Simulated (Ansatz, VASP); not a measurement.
## Ga in VASP and in Ansatz

```
Ga
1.0
     2.66103    0.00000    0.00000
     0.00000    2.66103    0.00000
     0.00000    0.00000    2.66103
Ga
1
Direct
  0.00000 0.00000 0.00000
```

The cell was built by a generator and needn't be a form met in nature.

Alike in both runs: task single point; functional PBE; k mesh 10 × 10 × 10; occupations fermi-dirac, width 0.05 eV; no spin polarisation.

|  | VASP | Ansatz |
| --- | --- | --- |
| version | VASP 6.6.1 | Ansatz 0.2.0 |
| potentials or method | VASP PAW PBE potentials, release 64 (Ga_d) | Ansatz PAW |
| plane-wave cutoff (eV) | 520 | 420 |
| valence electrons in the cell | 13 | 13 |

|  | VASP | Ansatz | Ansatz less VASP |
| --- | --- | --- | --- |
| gap on the k mesh at the Fermi level (eV) | none | none | - |
| pressure (GPa) | 3.3 | 3.2 | -0.15 |

A gap of «none» marks a metal or a gap that the smearing closes. The functional is the same, so the differences come from potentials, cutoffs and numerics.
